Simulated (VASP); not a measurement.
# Gd (Im-3m) in VASP: settings compared, part 7 of 10

VASP 6.6.1. Earlier steps stand in the parts before.

## 60. Equation of state, PBE, collinear spin, ferromagnetic start, 32.22 Å³/atom

INCAR

```
SYSTEM = Gd
ADDGRID = .False. ; ALGO = Normal
EDIFF = 1E-4 ; ENCUT = 450
GGA = PE ; ISIF = 2
ISMEAR = 0 ; ISPIN = 2
LASPH = .True. ; LCHARG = .False.
LMAXMIX = 6 ; LORBIT = 11
LREAL = .False. ; LWAVE = .False.
MAGMOM = 7 ; NELM = 100
PREC = Accurate ; SIGMA = 0.2
```

KPOINTS

```
k-points
0
Gamma
  5 5 5
  0 0 0
```

POSCAR

```
Gd
1.0
   -2.0045440560      2.0045440560      2.0045440560
    2.0045440560     -2.0045440560      2.0045440560
    2.0045440560      2.0045440560     -2.0045440560
Gd
1
Direct
    0.0000000000      0.0000000000      0.0000000000
```

Potentials or basis: VASP PAW PBE potentials, release 64 (Gd).

Run with:

```console
cat potpaw_PBE.64/Gd/POTCAR > POTCAR
mpirun -np 1 vasp_std > vasp.out
```

Wall time 18 s (1 thread of Intel Xeon Platinum 8559C (Emerald Rapids), shared host); peak memory 0.15 GiB.

The run converged, but some of its settings lie outside the range that counts as converged, so its numbers aren't taken as properties of the crystal.

What came out:

- Free energy: -11.6342 eV
- Pressure: 2.0 GPa
- Band gap on the k mesh: none (metal or under the smearing width)
- Net moment: 7.78 μB per cell
- Site moments: Gd +7.05 μB
- Valence electrons inside the program's atomic spheres: Gd 15.22

Caveat: the k mesh is coarse (spacing up to 0.44 Å⁻¹), so the values aren't converged; spin-orbit coupling is left out, which moves the levels of the heavy elements.

## 61. Equation of state, PBE, collinear spin, ferromagnetic start, 34.21 Å³/atom

INCAR is that of step 60.

KPOINTS is that of step 60.

POSCAR

```
Gd
1.0
   -2.0450508090      2.0450508090      2.0450508090
    2.0450508090     -2.0450508090      2.0450508090
    2.0450508090      2.0450508090     -2.0450508090
Gd
1
Direct
    0.0000000000      0.0000000000      0.0000000000
```

Run with:

```console
cat potpaw_PBE.64/Gd/POTCAR > POTCAR
mpirun -np 1 vasp_std > vasp.out
```

Wall time 17 s (1 thread of Intel Xeon Platinum 8559C (Emerald Rapids), shared host); peak memory 0.17 GiB.

These settings aren't checked as converged: the numbers below hold their error.

Results:

- Free energy: -11.6312 eV
- Pressure: -2.0 GPa
- Band gap on the k mesh: none (metal or under the smearing width)
- Net moment: 7.76 μB per cell
- Site moments: Gd +7.04 μB
- Valence electrons inside the program's atomic spheres: Gd 15.19

Caveat: the k mesh is coarse (spacing up to 0.43 Å⁻¹), so the values aren't converged; spin-orbit coupling is left out, which moves the levels of the heavy elements.

## 62. Equation of state, PBE, collinear spin, ferromagnetic start, 32.22 Å³/atom

Edit INCAR of step 61 so:

```diff
@@ -2,3 +2,3 @@
 ADDGRID = .False. ; ALGO = Normal
-EDIFF = 1E-4 ; ENCUT = 450
+EDIFF = 1E-5 ; ENCUT = 450
 GGA = PE ; ISIF = 2
```

KPOINTS is that of step 61.

POSCAR

```
Gd
1.0
   -2.0045440560      2.0045440560      2.0045440560
    2.0045440560     -2.0045440560      2.0045440560
    2.0045440560      2.0045440560     -2.0045440560
Gd
1
Direct
    0.0000000000      0.0000000000      0.0000000000
```

Run with:

```console
cat potpaw_PBE.64/Gd/POTCAR > POTCAR
mpirun -np 1 vasp_std > vasp.out
```

It took 20 s on 1 thread of Intel Xeon Platinum 8559C (Emerald Rapids), shared host; peak memory 0.15 GiB.

These settings aren't checked as converged: the numbers below hold their error.

What came out:

```
Free energy                                           : -11.6341 eV
Pressure                                              : 0.2 GPa
Band gap on the k mesh                                : none (metal or under the smearing width)
Net moment                                            : 7.77 μB per cell
Site moments                                          : Gd +7.06 μB
Valence electrons inside the program's atomic spheres : Gd 15.21
```

Caveat: the k mesh is coarse (spacing up to 0.44 Å⁻¹), so the values aren't converged; spin-orbit coupling is left out, which moves the levels of the heavy elements.

## 63. Equation of state, PBE, collinear spin, ferromagnetic start, 34.21 Å³/atom

INCAR is that of step 62.

KPOINTS is that of step 62.

POSCAR

```
Gd
1.0
   -2.0450508090      2.0450508090      2.0450508090
    2.0450508090     -2.0450508090      2.0450508090
    2.0450508090      2.0450508090     -2.0450508090
Gd
1
Direct
    0.0000000000      0.0000000000      0.0000000000
```

Potentials or basis: VASP PAW PBE potentials, release 64 (Gd).

Run with:

```console
cat potpaw_PBE.64/Gd/POTCAR > POTCAR
mpirun -np 1 vasp_std > vasp.out
```

It took 19 s on 1 thread of Intel Xeon Platinum 8559C (Emerald Rapids), shared host; peak memory 0.17 GiB.

The run converged, but some of its settings lie outside the range that counts as converged, so its numbers aren't taken as properties of the crystal.

Results:

* Free energy: -11.6312 eV
* Pressure: -1.8 GPa
* Band gap on the k mesh: none (metal or under the smearing width)
* Net moment: 7.74 μB per cell
* Site moments: Gd +7.04 μB
* Valence electrons inside the program's atomic spheres: Gd 15.19

Caveat: the k mesh is coarse (spacing up to 0.43 Å⁻¹), so the values aren't converged; spin-orbit coupling is left out, which moves the levels of the heavy elements.

## 64. Equation of state, PBE, collinear spin, ferromagnetic start, 32.22 Å³/atom

Edit INCAR of step 63 so:

```diff
@@ -1,4 +1,4 @@
 SYSTEM = Gd
-ADDGRID = .False. ; ALGO = Normal
-EDIFF = 1E-5 ; ENCUT = 450
+ADDGRID = .True. ; ALGO = Normal
+EDIFF = 1E-6 ; ENCUT = 450
 GGA = PE ; ISIF = 2
```

KPOINTS is that of step 63.

POSCAR

```
Gd
1.0
   -2.0045440560      2.0045440560      2.0045440560
    2.0045440560     -2.0045440560      2.0045440560
    2.0045440560      2.0045440560     -2.0045440560
Gd
1
Direct
    0.0000000000      0.0000000000      0.0000000000
```

Run with:

```console
cat potpaw_PBE.64/Gd/POTCAR > POTCAR
mpirun -np 1 vasp_std > vasp.out
```

Wall time 28 s (1 thread of Intel Xeon Platinum 8559C (Emerald Rapids), shared host); peak memory 0.21 GiB.

These settings aren't checked as converged: the numbers below hold their error.

Results:

* Free energy: -11.6341 eV
* Pressure: 0.0 GPa
* Band gap on the k mesh: none (metal or under the smearing width)
* Net moment: 7.77 μB per cell
* Site moments: Gd +7.06 μB
* Valence electrons inside the program's atomic spheres: Gd 15.21

Caveat: the k mesh is coarse (spacing up to 0.44 Å⁻¹), so the values aren't converged; spin-orbit coupling is left out, which moves the levels of the heavy elements.

## 65. Equation of state, PBE, collinear spin, ferromagnetic start, 34.21 Å³/atom

INCAR is that of step 64.

KPOINTS is that of step 64.

POSCAR

```
Gd
1.0
   -2.0450508090      2.0450508090      2.0450508090
    2.0450508090     -2.0450508090      2.0450508090
    2.0450508090      2.0450508090     -2.0450508090
Gd
1
Direct
    0.0000000000      0.0000000000      0.0000000000
```

Run with:

```console
cat potpaw_PBE.64/Gd/POTCAR > POTCAR
mpirun -np 1 vasp_std > vasp.out
```

Wall time 33 s (1 thread of Intel Xeon Platinum 8559C (Emerald Rapids), shared host); peak memory 0.27 GiB.

The run converged, but some of its settings lie outside the range that counts as converged, so its numbers aren't taken as properties of the crystal.

Results:

```
Free energy                                           : -11.6312 eV
Pressure                                              : -1.8 GPa
Band gap on the k mesh                                : none (metal or under the smearing width)
Net moment                                            : 7.75 μB per cell
Site moments                                          : Gd +7.04 μB
Valence electrons inside the program's atomic spheres : Gd 15.19
```

Caveat: the k mesh is coarse (spacing up to 0.43 Å⁻¹), so the values aren't converged; spin-orbit coupling is left out, which moves the levels of the heavy elements.

## 66. Equation of state, PBE, collinear spin, ferromagnetic start, 32.22 Å³/atom

INCAR

```
SYSTEM = Gd
ADDGRID = .False. ; ALGO = Normal
EDIFF = 1E-6 ; ENCUT = 450
GGA = PE ; ISIF = 2
ISMEAR = 0 ; ISPIN = 2
LASPH = .False. ; LCHARG = .False.
LMAXMIX = 6 ; LORBIT = 11
LREAL = .False. ; LWAVE = .False.
MAGMOM = 7 ; NELM = 100
PREC = Accurate ; SIGMA = 0.2
```

KPOINTS is that of step 65.

POSCAR

```
Gd
1.0
   -2.0045440560      2.0045440560      2.0045440560
    2.0045440560     -2.0045440560      2.0045440560
    2.0045440560      2.0045440560     -2.0045440560
Gd
1
Direct
    0.0000000000      0.0000000000      0.0000000000
```

Potentials or basis: VASP PAW PBE potentials, release 64 (Gd).

Run with:

```console
cat potpaw_PBE.64/Gd/POTCAR > POTCAR
mpirun -np 1 vasp_std > vasp.out
```

Run time: 13 s. Hardware: 1 thread of Intel Xeon Platinum 8559C (Emerald Rapids), shared host; peak memory 0.15 GiB.

These settings aren't checked as converged: the numbers below hold their error.

Results:

```yaml
Free_energy: -11.6341 eV
Pressure: 0.6 GPa
Band_gap_on_the_k_mesh: none (metal or under the smearing width)
Net_moment: 7.77 μB per cell
Site_moments: Gd +7.06 μB
Valence_electrons_inside_the_program's_atomic_spheres: Gd 15.21
```

Caveat: the k mesh is coarse (spacing up to 0.44 Å⁻¹), so the values aren't converged; spin-orbit coupling is left out, which moves the levels of the heavy elements.

## 67. Equation of state, PBE, collinear spin, ferromagnetic start, 34.21 Å³/atom

INCAR is that of step 66.

KPOINTS is that of step 66.

POSCAR

```
Gd
1.0
   -2.0450508090      2.0450508090      2.0450508090
    2.0450508090     -2.0450508090      2.0450508090
    2.0450508090      2.0450508090     -2.0450508090
Gd
1
Direct
    0.0000000000      0.0000000000      0.0000000000
```

Run with:

```console
cat potpaw_PBE.64/Gd/POTCAR > POTCAR
mpirun -np 1 vasp_std > vasp.out
```

Wall time 16 s (1 thread of Intel Xeon Platinum 8559C (Emerald Rapids), shared host); peak memory 0.17 GiB.

The run converged, but some of its settings lie outside the range that counts as converged, so its numbers aren't taken as properties of the crystal.

Results:

```yaml
Free_energy: -11.6312 eV
Pressure: -1.8 GPa
Band_gap_on_the_k_mesh: none (metal or under the smearing width)
Net_moment: 7.75 μB per cell
Site_moments: Gd +7.04 μB
Valence_electrons_inside_the_program's_atomic_spheres: Gd 15.19
```

Caveat: the k mesh is coarse (spacing up to 0.43 Å⁻¹), so the values aren't converged; spin-orbit coupling is left out, which moves the levels of the heavy elements.

## 68. Equation of state, PBE, collinear spin, ferromagnetic start, 32.22 Å³/atom

INCAR

```
SYSTEM = Gd
ADDGRID = .False. ; ALGO = Normal
EDIFF = 1E-4 ; ENCUT = 450
GGA = PE ; ISIF = 2
ISMEAR = 0 ; ISPIN = 2
LASPH = .True. ; LCHARG = .False.
LMAXMIX = 6 ; LORBIT = 11
LREAL = Auto ; LWAVE = .False.
MAGMOM = 7 ; NELM = 100
PREC = Normal ; SIGMA = 0.2
```

KPOINTS is that of step 67.

POSCAR

```
Gd
1.0
   -2.0045440560      2.0045440560      2.0045440560
    2.0045440560     -2.0045440560      2.0045440560
    2.0045440560      2.0045440560     -2.0045440560
Gd
1
Direct
    0.0000000000      0.0000000000      0.0000000000
```

Run with:

```console
cat potpaw_PBE.64/Gd/POTCAR > POTCAR
mpirun -np 1 vasp_std > vasp.out
```

It took 18 s on 1 thread of Intel Xeon Platinum 8559C (Emerald Rapids), shared host; peak memory 0.13 GiB.

The run converged, but some of its settings lie outside the range that counts as converged, so its numbers aren't taken as properties of the crystal.

Results:

```yaml
Free_energy: -11.6342 eV
Pressure: 2.3 GPa
Band_gap_on_the_k_mesh: none (metal or under the smearing width)
Net_moment: 7.78 μB per cell
Site_moments: Gd +7.05 μB
Valence_electrons_inside_the_program's_atomic_spheres: Gd 15.22
```

Caveat: the k mesh is coarse (spacing up to 0.44 Å⁻¹), so the values aren't converged; spin-orbit coupling is left out, which moves the levels of the heavy elements.

## 69. Equation of state, PBE, collinear spin, ferromagnetic start, 34.21 Å³/atom

INCAR is that of step 68.

KPOINTS is that of step 68.

POSCAR

```
Gd
1.0
   -2.0450508090      2.0450508090      2.0450508090
    2.0450508090     -2.0450508090      2.0450508090
    2.0450508090      2.0450508090     -2.0450508090
Gd
1
Direct
    0.0000000000      0.0000000000      0.0000000000
```

Potentials or basis: VASP PAW PBE potentials, release 64 (Gd).

Run with:

```console
cat potpaw_PBE.64/Gd/POTCAR > POTCAR
mpirun -np 1 vasp_std > vasp.out
```

Wall time 12 s (1 thread of Intel Xeon Platinum 8559C (Emerald Rapids), shared host); peak memory 0.13 GiB.

These settings aren't checked as converged: the numbers below hold their error.

What came out:

* Free energy: -11.6316 eV
* Pressure: 0.1 GPa
* Band gap on the k mesh: none (metal or under the smearing width)
* Net moment: 7.78 μB per cell
* Site moments: Gd +7.03 μB
* Valence electrons inside the program's atomic spheres: Gd 15.20

Caveat: the k mesh is coarse (spacing up to 0.43 Å⁻¹), so the values aren't converged; spin-orbit coupling is left out, which moves the levels of the heavy elements.

## 70. Equation of state, PBE, collinear spin, ferromagnetic start, 32.22 Å³/atom

INCAR

```
SYSTEM = Gd
ADDGRID = .False. ; ALGO = Normal
EDIFF = 1E-6 ; ENCUT = 550
GGA = PE ; ISIF = 2
ISMEAR = 0 ; ISPIN = 2
LASPH = .True. ; LCHARG = .False.
LMAXMIX = 6 ; LORBIT = 11
LREAL = .False. ; LWAVE = .False.
MAGMOM = 7 ; NELM = 100
PREC = Accurate ; SIGMA = 0.2
```

KPOINTS is that of step 69.

POSCAR

```
Gd
1.0
   -2.0045440560      2.0045440560      2.0045440560
    2.0045440560     -2.0045440560      2.0045440560
    2.0045440560      2.0045440560     -2.0045440560
Gd
1
Direct
    0.0000000000      0.0000000000      0.0000000000
```

Run with:

```console
cat potpaw_PBE.64/Gd/POTCAR > POTCAR
mpirun -np 1 vasp_std > vasp.out
```

Wall time 30 s (1 thread of Intel Xeon Platinum 8559C (Emerald Rapids), shared host); peak memory 0.18 GiB.

The run converged, but some of its settings lie outside the range that counts as converged, so its numbers aren't taken as properties of the crystal.

What came out:

```yaml
Free_energy: -11.6402 eV
Pressure: 0.8 GPa
Band_gap_on_the_k_mesh: none (metal or under the smearing width)
Net_moment: 7.77 μB per cell
Site_moments: Gd +7.06 μB
Valence_electrons_inside_the_program's_atomic_spheres: Gd 15.21
```

Caveat: the k mesh is coarse (spacing up to 0.44 Å⁻¹), so the values aren't converged; spin-orbit coupling is left out, which moves the levels of the heavy elements.

## 71. Equation of state, PBE, collinear spin, ferromagnetic start, 34.21 Å³/atom

INCAR is that of step 70.

KPOINTS is that of step 70.

POSCAR

```
Gd
1.0
   -2.0450508090      2.0450508090      2.0450508090
    2.0450508090     -2.0450508090      2.0450508090
    2.0450508090      2.0450508090     -2.0450508090
Gd
1
Direct
    0.0000000000      0.0000000000      0.0000000000
```

Run with:

```console
cat potpaw_PBE.64/Gd/POTCAR > POTCAR
mpirun -np 1 vasp_std > vasp.out
```

It took 27 s on 1 thread of Intel Xeon Platinum 8559C (Emerald Rapids), shared host; peak memory 0.17 GiB.

The run converged, but some of its settings lie outside the range that counts as converged, so its numbers aren't taken as properties of the crystal.

Results:

```yaml
Free_energy: -11.6373 eV
Pressure: -1.1 GPa
Band_gap_on_the_k_mesh: none (metal or under the smearing width)
Net_moment: 7.75 μB per cell
Site_moments: Gd +7.04 μB
Valence_electrons_inside_the_program's_atomic_spheres: Gd 15.19
```

Caveat: the k mesh is coarse (spacing up to 0.43 Å⁻¹), so the values aren't converged; spin-orbit coupling is left out, which moves the levels of the heavy elements.

## 72. Equation of state, PBE, collinear spin, ferromagnetic start, 32.22 Å³/atom

Edit INCAR of step 71 so:

```diff
@@ -2,3 +2,3 @@
 ADDGRID = .False. ; ALGO = Normal
-EDIFF = 1E-6 ; ENCUT = 550
+EDIFF = 1E-6 ; ENCUT = 400
 GGA = PE ; ISIF = 2
```

KPOINTS

```
k-points
0
Gamma
  6 6 6
  0 0 0
```

POSCAR

```
Gd
1.0
   -2.0045440560      2.0045440560      2.0045440560
    2.0045440560     -2.0045440560      2.0045440560
    2.0045440560      2.0045440560     -2.0045440560
Gd
1
Direct
    0.0000000000      0.0000000000      0.0000000000
```

Potentials or basis: VASP PAW PBE potentials, release 64 (Gd).

Run with:

```console
cat potpaw_PBE.64/Gd/POTCAR > POTCAR
mpirun -np 1 vasp_std > vasp.out
```

It took 21 s on 1 thread of Intel Xeon Platinum 8559C (Emerald Rapids), shared host; peak memory 0.15 GiB.

These settings aren't checked as converged: the numbers below hold their error.

Results:

```yaml
Free_energy: -11.6082 eV
Pressure: 0.3 GPa
Band_gap_on_the_k_mesh: none (metal or under the smearing width)
Net_moment: 7.52 μB per cell
Site_moments: Gd +6.97 μB
Valence_electrons_inside_the_program's_atomic_spheres: Gd 15.21
```

Caveat: the k mesh is coarse (spacing up to 0.37 Å⁻¹), so the values aren't converged; the cutoff is under 1.25 times the usual one of these potentials, so pressure, stress and relaxed cells hold a basis-set (Pulay) error; spin-orbit coupling is left out, which moves the levels of the heavy elements.

## 73. Equation of state, PBE, collinear spin, ferromagnetic start, 34.21 Å³/atom

INCAR is that of step 72.

KPOINTS is that of step 72.

POSCAR

```
Gd
1.0
   -2.0450508090      2.0450508090      2.0450508090
    2.0450508090     -2.0450508090      2.0450508090
    2.0450508090      2.0450508090     -2.0450508090
Gd
1
Direct
    0.0000000000      0.0000000000      0.0000000000
```

Run with:

```console
cat potpaw_PBE.64/Gd/POTCAR > POTCAR
mpirun -np 1 vasp_std > vasp.out
```

Wall time 23 s (1 thread of Intel Xeon Platinum 8559C (Emerald Rapids), shared host); peak memory 0.16 GiB.

These settings aren't checked as converged: the numbers below hold their error.

Results:

- Free energy: -11.6079 eV
- Pressure: -1.7 GPa
- Band gap on the k mesh: none (metal or under the smearing width)
- Net moment: 7.53 μB per cell
- Site moments: Gd +6.96 μB
- Valence electrons inside the program's atomic spheres: Gd 15.19

Caveat: the k mesh is coarse (spacing up to 0.36 Å⁻¹), so the values aren't converged; the cutoff is under 1.25 times the usual one of these potentials, so pressure, stress and relaxed cells hold a basis-set (Pulay) error; spin-orbit coupling is left out, which moves the levels of the heavy elements.

## 74. Equation of state, PBE, collinear spin, ferromagnetic start, 32.22 Å³/atom

Edit INCAR of step 73 so:

```diff
@@ -2,3 +2,3 @@
 ADDGRID = .False. ; ALGO = Normal
-EDIFF = 1E-6 ; ENCUT = 400
+EDIFF = 1E-6 ; ENCUT = 450
 GGA = PE ; ISIF = 2
```

KPOINTS is that of step 73.

POSCAR

```
Gd
1.0
   -2.0045440560      2.0045440560      2.0045440560
    2.0045440560     -2.0045440560      2.0045440560
    2.0045440560      2.0045440560     -2.0045440560
Gd
1
Direct
    0.0000000000      0.0000000000      0.0000000000
```

Run with:

```console
cat potpaw_PBE.64/Gd/POTCAR > POTCAR
mpirun -np 1 vasp_std > vasp.out
```

Run time: 17 s. Hardware: 1 thread of Intel Xeon Platinum 8559C (Emerald Rapids), shared host; peak memory 0.15 GiB.

The run converged, but some of its settings lie outside the range that counts as converged, so its numbers aren't taken as properties of the crystal.

Results:

```
Free energy                                           : -11.6223 eV
Pressure                                              : 0.5 GPa
Band gap on the k mesh                                : none (metal or under the smearing width)
Net moment                                            : 7.52 μB per cell
Site moments                                          : Gd +6.97 μB
Valence electrons inside the program's atomic spheres : Gd 15.22
```

Caveat: the k mesh is coarse (spacing up to 0.37 Å⁻¹), so the values aren't converged; spin-orbit coupling is left out, which moves the levels of the heavy elements.

## 75. Equation of state, PBE, collinear spin, ferromagnetic start, 34.21 Å³/atom

INCAR is that of step 74.

KPOINTS is that of step 74.

POSCAR

```
Gd
1.0
   -2.0450508090      2.0450508090      2.0450508090
    2.0450508090     -2.0450508090      2.0450508090
    2.0450508090      2.0450508090     -2.0450508090
Gd
1
Direct
    0.0000000000      0.0000000000      0.0000000000
```

Potentials or basis: VASP PAW PBE potentials, release 64 (Gd).

Run with:

```console
cat potpaw_PBE.64/Gd/POTCAR > POTCAR
mpirun -np 1 vasp_std > vasp.out
```

Wall time 29 s (1 thread of Intel Xeon Platinum 8559C (Emerald Rapids), shared host); peak memory 0.18 GiB.

The run converged, but some of its settings lie outside the range that counts as converged, so its numbers aren't taken as properties of the crystal.

What came out:

* Free energy: -11.6225 eV
* Pressure: -1.3 GPa
* Band gap on the k mesh: none (metal or under the smearing width)
* Net moment: 7.53 μB per cell
* Site moments: Gd +6.96 μB
* Valence electrons inside the program's atomic spheres: Gd 15.19

Caveat: the k mesh is coarse (spacing up to 0.36 Å⁻¹), so the values aren't converged; spin-orbit coupling is left out, which moves the levels of the heavy elements.

(Continued in part 8 of 10.)
